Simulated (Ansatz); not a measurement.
Theory: DFT PBE, scalar-relativistic, plane waves, PAW in Ansatz 0.2.0. All cells share a 420 eV cutoff and Γ-centred k meshes spaced at most about 0.3 Å⁻¹ (about 0.25 or finer for metals, 2π included). No spin polarisation.

Temperature and zero-point effects are left out.

Question: Order these relaxed structures of Ta5Si by energy, lowest first, with the energy over the lowest of them.
A.

```
Ta Si
1.0
     0.00000    3.82186    3.82186
     3.82186    0.00000    3.82186
     3.82186    3.82186    0.00000
Ta Si
5 1
Direct
  0.25000 0.25000 0.25000
  0.62455 0.62455 0.62455
  0.12634 0.62455 0.62455
  0.62455 0.62455 0.12634
  0.62455 0.12634 0.62455
  0.00000 0.00000 0.00000
```

B.

```
Ta Si
1.0
     4.63917    0.00000    0.00000
    -2.31959    4.01764    0.00000
     0.00000    0.00000    5.60015
Ta Si
5 1
Direct
  0.00000 0.00000 0.50000
  0.66667 0.33333 0.67530
  0.66667 0.33333 0.17396
  0.33333 0.66667 0.32470
  0.33333 0.66667 0.82604
  0.00000 0.00000 0.00000
```

Answer: B (0 meV/atom), A (517 meV/atom). Forms: B P-3m1; A F-43m. Counting Ta atoms around Si (those within 1.25 times the shortest such distance or 1.15 times the sum of covalent radii, 1.27 where that leaves under three; a plus sign parts nearer from farther groups): B has Si 8+6; A has Si 16. Both come from invented guesses. The lowest form computed isn't among them: it has space group P4/mmm (No. 123), 17.4 Å³/atom and lies 132 meV/atom below the best shown.

These runs have no spin–orbit coupling, which can matter for Ta. Cells relaxed within their symmetry can be saddle points. Some types were kept out of the candidates beforehand, so the set may lack a known form.
